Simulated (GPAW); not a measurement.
# Au (Pm-3m) in GPAW: reference runs

Reference runs on Au: the cell as given.

All numbers are computed with GPAW 26.7.0; they aren't measurements. Logs are shortened: lines on timing, memory, paths and dates and some standing lists are left out, and cuts for length are marked. The log counts tension as positive stress, the text compression.

## (1) The crystal as given

Symmetry: Pm-3m, No. 221, cubic system. Conventional cell: a = 2.748 Å, b = 2.748 Å, c = 2.748 Å, α = 90.00°, β = 90.00°, γ = 90.00°. Au (site symmetry m-3m) is surrounded by 6 Au at 2.75 Å.

The cell was built by a generator and needn't be a form met in nature.

## (2) Single point, PBE

Contents of run.py:

```python
from ase import Atoms
from ase.dft.bandgap import bandgap
from ase.io import write
from ase.units import Bohr, GPa
from gpaw import GPAW, PW
from gpaw.elf import elf_from_dft_calculation

atoms = Atoms(['Au'],
              cell=[[2.74841, 0.0, 0.0],
                    [0.0, 2.74841, 0.0],
                    [0.0, 0.0, 2.74841]],
              scaled_positions=[[0.5, 0.5, 0.5]],
              pbc=True)

calc = GPAW(mode=PW(600),
            xc='PBE',
            kpts={'size': (10, 10, 10), 'gamma': True},
            occupations={'name': 'fermi-dirac', 'width': 0.05},
            nbands=14,
            convergence={'density': 1e-05, 'energy': 1e-05},
            maxiter=150,
            txt='gpaw.txt')
atoms.calc = calc
energy = atoms.get_potential_energy()
forces = atoms.get_forces()
stress = atoms.get_stress()
calc.write('gs.gpw')
write('result.traj', atoms)
print(f'Energy: {energy:.6f} eV')
print('Forces (eV/A):')
print(forces.round(4))
print('Stress (GPa):', (stress / GPa).round(3))
print('Fermi level:', round(calc.get_fermi_level(), 4), 'eV')
print(f'Gap: {bandgap(calc)[0]:.4f} eV, direct: {bandgap(calc, direct=True)[0]:.4f} eV')

# fields on the real-space grid
write('density.cube', atoms, data=calc.get_pseudo_density() * Bohr**3)
write('potential.cube', atoms, data=calc.get_electrostatic_potential())
write('elf.cube', atoms, data=elf_from_dft_calculation(calc).data)
```

Potentials or basis: GPAW PAW data sets (gpaw-data 1.2.1), pw.

Launch:

```console
> OMP_NUM_THREADS=1 python run.py
```

gpaw.txt:

```text
__  _  _
 | _ |_)|_||  |
 |__||  | ||/\| - 26.7.0

Input parameters:
  mode=PW(ecut=600.0),
  convergence={'density': 1e-05, 'energy': 1e-05},
  kpts=MonkhorstPack(size=(10, 10, 10), gamma=True),
  maxiter=150,
  nbands=14,
  occupations=Occupations(name='fermi-dirac', width=0.05),
  xc=XC(name='PBE')

Diagonalizing LCAO Hamiltonian
Converting LCAO to pw mode
   .------.
  /|      |
 * |  Au  |
 | .------.
 |/      /
 *------*

Atoms  # Å, Bohr magnetons
|   | symbol |        x |        y |        z |    initial magnetic moments |
|---|--------|----------|----------|----------|-----------------------------|
| 0 |     Au | 1.374205 | 1.374205 | 1.374205 | ( 0.0000,  0.0000,  0.0000) |

Unit cell  # Å
| periodic |        x |        y |        z |  lengths |    angles |
|----------|----------|----------|----------|----------|-----------|
|      yes | 2.748410 | 0.000000 | 0.000000 | 2.748410 | 90.000000 |
|      yes | 0.000000 | 2.748410 | 0.000000 | 2.748410 | 90.000000 |
|      yes | 0.000000 | 0.000000 | 2.748410 | 2.748410 | 90.000000 |

Number of symmetries: 48
Symmetry operations  # r_c * U_cc + t_c -> r_c
|    | kind |            matrix            |
|----|------|------------------------------|
|  0 |  E   |  1, 0, 0,  0, 1, 0,  0, 0, 1 |
|  1 |  σ   |  1, 0, 0,  0, 1, 0,  0, 0,-1 |
|  2 |  σ   |  1, 0, 0,  0, 0, 1,  0, 1, 0 |
|  3 |  C4  |  1, 0, 0,  0, 0, 1,  0,-1, 0 |
|  4 |  C4  |  1, 0, 0,  0, 0,-1,  0, 1, 0 |
|  5 |  σ   |  1, 0, 0,  0, 0,-1,  0,-1, 0 |
|  6 |  σ   |  1, 0, 0,  0,-1, 0,  0, 0, 1 |
|  7 |  C2  |  1, 0, 0,  0,-1, 0,  0, 0,-1 |
|  8 |  σ   |  0, 1, 0,  1, 0, 0,  0, 0, 1 |
|  9 |  C2  |  0, 1, 0,  1, 0, 0,  0, 0,-1 |
| 10 |  C3  |  0, 1, 0,  0, 0, 1,  1, 0, 0 |
| 11 |  S6  |  0, 1, 0,  0, 0, 1, -1, 0, 0 |
| 12 |  S6  |  0, 1, 0,  0, 0,-1,  1, 0, 0 |
| 13 |  C3  |  0, 1, 0,  0, 0,-1, -1, 0, 0 |
| 14 |  C4  |  0, 1, 0, -1, 0, 0,  0, 0, 1 |
| 15 |  S4  |  0, 1, 0, -1, 0, 0,  0, 0,-1 |
| 16 |  C3  |  0, 0, 1,  1, 0, 0,  0, 1, 0 |
| 17 |  S6  |  0, 0, 1,  1, 0, 0,  0,-1, 0 |
| 18 |  σ   |  0, 0, 1,  0, 1, 0,  1, 0, 0 |
| 19 |  C4  |  0, 0, 1,  0, 1, 0, -1, 0, 0 |
| 20 |  C2  |  0, 0, 1,  0,-1, 0,  1, 0, 0 |
| 21 |  S4  |  0, 0, 1,  0,-1, 0, -1, 0, 0 |
| 22 |  S6  |  0, 0, 1, -1, 0, 0,  0, 1, 0 |
| 23 |  C3  |  0, 0, 1, -1, 0, 0,  0,-1, 0 |
| 24 |  S6  |  0, 0,-1,  1, 0, 0,  0, 1, 0 |
| 25 |  C3  |  0, 0,-1,  1, 0, 0,  0,-1, 0 |
| 26 |  C4  |  0, 0,-1,  0, 1, 0,  1, 0, 0 |
| 27 |  σ   |  0, 0,-1,  0, 1, 0, -1, 0, 0 |
| 28 |  S4  |  0, 0,-1,  0,-1, 0,  1, 0, 0 |
| 29 |  C2  |  0, 0,-1,  0,-1, 0, -1, 0, 0 |
| 30 |  C3  |  0, 0,-1, -1, 0, 0,  0, 1, 0 |
| 31 |  S6  |  0, 0,-1, -1, 0, 0,  0,-1, 0 |
| 32 |  C4  |  0,-1, 0,  1, 0, 0,  0, 0, 1 |
| 33 |  S4  |  0,-1, 0,  1, 0, 0,  0, 0,-1 |
| 34 |  S6  |  0,-1, 0,  0, 0, 1,  1, 0, 0 |
| 35 |  C3  |  0,-1, 0,  0, 0, 1, -1, 0, 0 |
| 36 |  C3  |  0,-1, 0,  0, 0,-1,  1, 0, 0 |
| 37 |  S6  |  0,-1, 0,  0, 0,-1, -1, 0, 0 |
| 38 |  σ   |  0,-1, 0, -1, 0, 0,  0, 0, 1 |
| 39 |  C2  |  0,-1, 0, -1, 0, 0,  0, 0,-1 |
| 40 |  σ   | -1, 0, 0,  0, 1, 0,  0, 0, 1 |
| 41 |  C2  | -1, 0, 0,  0, 1, 0,  0, 0,-1 |
| 42 |  C2  | -1, 0, 0,  0, 0, 1,  0, 1, 0 |
| 43 |  S4  | -1, 0, 0,  0, 0, 1,  0,-1, 0 |
| 44 |  S4  | -1, 0, 0,  0, 0,-1,  0, 1, 0 |
| 45 |  C2  | -1, 0, 0,  0, 0,-1,  0,-1, 0 |
| 46 |  C2  | -1, 0, 0,  0,-1, 0,  0, 0, 1 |
| 47 |  i   | -1, 0, 0,  0,-1, 0,  0, 0,-1 |

BZ-sampling:
  Number of BZ points: 1000
  Number of IBZ points: 56

  Monkhorst-Pack size: [10, 10, 10]
  Monkhorst-Pack shift: [0.05, 0.05, 0.05]

K-points  # in reciprocal-cell coordinates
|     |                                coordinates |     weight |
|-----|--------------------------------------------|------------|
|   0 | (  0.00000000,   0.00000000,   0.00000000) | 0.00100000 |
|   1 | (  0.10000000,   0.00000000,   0.00000000) | 0.00600000 |
|   2 | (  0.10000000,   0.10000000,   0.00000000) | 0.01200000 |
|   3 | (  0.10000000,   0.10000000,   0.10000000) | 0.00800000 |
|   4 | (  0.20000000,   0.00000000,   0.00000000) | 0.00600000 |
|   5 | (  0.20000000,   0.10000000,   0.00000000) | 0.02400000 |
|   6 | (  0.20000000,   0.10000000,   0.10000000) | 0.02400000 |
|   7 | (  0.20000000,   0.20000000,   0.00000000) | 0.01200000 |
|   8 | (  0.20000000,   0.20000000,   0.10000000) | 0.02400000 |
|   9 | (  0.20000000,   0.20000000,   0.20000000) | 0.00800000 |
| ... |                                            |            |
|  55 | (  0.50000000,   0.50000000,   0.50000000) | 0.00100000 |

Plane wave coefficients: 739
Cutoff: 600.0 eV

Spin-components: 1 (collinear spins)
Bands:           14
Projectors:      6
Spin-degeneracy: 2
Datatype:        complex128

Parallelization:
  kpt:    1
  domain: 1
  band:   1

Density:
  Valence electrons: 11.0
  Components: 1
  Grid points: [16 16 16]
  Charge: 0.0  # |e|

Potential:
  Grid points: [16 16 16]

species:
  Au:
    name:    Gold
    Z:       79.0
    valence: 11
    core:    68
    charge:  0.0  # [|e|]
    compensation charges:
      type: gauss
      rc: 0.42  # [Å]
      lmax: 2
    cutoffs:
      filter: 2.33  # [Å]
      core: 2.81  # [Å]
    projectors
    | kind |    occ | energy [eV] | rcut [Å] |
    |------|--------|-------------|----------|
    |   6s |  1.000 |      -5.728 |    1.323 |
    |   6p |  0.000 |      -0.775 |    1.323 |
    |   5d | 10.000 |      -6.891 |    1.323 |
    |    s |        |      21.484 |    1.323 |
    |    p |        |      26.436 |    1.323 |
    |    d |        |      20.321 |    1.323 |

    Using partial waves for Au as LCAO basis

Reference energy: -516598.271109  # eV

eigensolver:
  PPCG
  Converge bands: occupied
  niter=2

density mixing:
  MSR1-Mixer
  Pratt-step length: 0.05
  Maximum mixing coefficient: 0.75
  Old densities: 10
  SVD Regularization: 0.005
  Good broyden scale: 1.0
  Trust region scale: 1.0
  Backstep threshold: 4.0
  History deletion threshold: 6.0
  Fourier metric: weight=20.0, sigma=0.015

occupation numbers:
  Fermi-Dirac:
    width: 0.0500  # eV

poisson solver:
  ecut: 4800.0  # eV

xc functional:
  name: PBE with 2 nearest neighbor stencil

convergence criteria:
- Maximum integral of absolute [dens]ity change: 1e-05 electrons / valence electron
- Maximum [total energy] change in last 3 cyles: 1e-05 eV / valence electron
- Maximum integral of absolute [eigenst]ate change: 4e-08 eV^2 / valence electron
maximum number of iterations: 150

SCF iterations
|iter     | |      energy | eigst |  dens |
|---------|-|-------------|-------|-------|
|iter:   1| |   -3.243667 | -0.49 |       |
|iter:   2| |   -3.173304 | -2.67 | -1.08 |
|iter:   3| |   -2.945927 | -2.08 | -1.13 |
|iter:   4| |   -2.943549 | -4.15 | -2.22 |
|iter:   5| |   -2.942856 | -4.09 | -2.44 |
|iter:   6| |   -2.942850 | -6.68 | -3.63 |
|iter:   7| |   -2.942848c| -7.66c| -4.00 |
|iter:   8| |   -2.942848c| -7.58c| -4.69 |
|iter:   9| |   -2.942848c| -8.73c| -5.54c|

Converged in 9 steps
Energy contributions relative to reference atoms: (reference = -516598.271109)

Energy contributions:
  Kinetic:          -9.161538
  Coulomb:           7.138020
  Zero:              0.148446
  External:          0.000000
  Xc:               -1.066043
  Entropy:          -0.003466
  Spinorbit:         0.000000
  ----------------------------
  Free energy:      -2.944581
  Extrapolated:     -2.942848

dipole moment: (-0.000008, -0.000008, -0.000008)  # |e|*Ang

Fermi level: 6.693
Eigenvalues  # (at kpt = [0.000, 0.000, 0.000])
| band index |      eig [eV] | occ [0-2] |
|------------|---------------|-----------|
|          0 |        -1.052 |     2.000 |
|          1 |         1.088 |     2.000 |
|          2 |         1.088 |     2.000 |
|          3 |         5.224 |     2.000 |
|          4 |         5.224 |     2.000 |
|          5 |         5.224 |     2.000 |
|          6 |        20.837 |     0.000 |
|          7 |        20.837 |     0.000 |
|          8 |        20.837 |     0.000 |
|          9 |        25.392 |     0.000 |
|         10 |        27.695 |     0.000 |
|         11 |        27.695 |     0.000 |
|         12 |        35.558 |     0.000 |
|         13 |        35.558 |     0.000 |

No gap
No difference between direct/indirect transitions

Forces  # eV/Ang
|       x |       y |       z |
|---------|---------|---------|
| 0.00000 | 0.00000 | 0.00000 |  # Au   0

Stress tensor  # eV/Ang^3
|         x |         y |         z |
|-----------|-----------|-----------|
| -0.011687 |  0.000000 |  0.000000 |
|  0.000000 | -0.011687 |  0.000000 |
|  0.000000 |  0.000000 | -0.011687 |

# Writing to gs.gpw (mode='')
```

Run time: 7 s. Hardware: 1 thread of Arm Neoverse V2, shared host; peak memory 0.13 GiB.

Results:

```
Free energy            : -2.9446 eV
Pressure               : 1.9 GPa
Band gap on the k mesh : none (metal or under the smearing width)
```

Levels at points of the mesh, in eV from the Fermi level:
| k point | band 1 | band 2 | band 3 | band 4 | band 5 | band 6 | band 7 | band 8 | band 9 | band 10 |
| --- | --- | --- | --- | --- | --- | --- | --- | --- | --- | --- |
| (0.00, 0.00, 0.00) | -7.75 | -5.60 | -5.60 | -1.47 | -1.47 | -1.47 | 14.14 | 14.14 | 14.14 | 18.70 |
| (0.50, 0.00, 0.00) | -5.67 | -5.21 | -2.89 | -2.89 | -1.33 | -0.46 | 2.06 | 17.25 | 19.31 | 19.49 |
| (0.50, 0.50, 0.00) | -5.56 | -4.87 | -2.64 | -2.64 | -0.31 | 3.85 | 3.85 | 6.42 | 11.41 | 21.92 |
| (0.50, 0.50, 0.50) | -4.90 | -4.90 | -4.90 | -0.22 | -0.22 | 8.50 | 8.50 | 8.50 | 10.47 | 12.21 |

Caveat: with this Au data set, volumes or pressures lay over 1.5 % or 2 GPa off other programs in two to four cells of ten. The run has no spin-orbit coupling, so splittings on Au are missing.
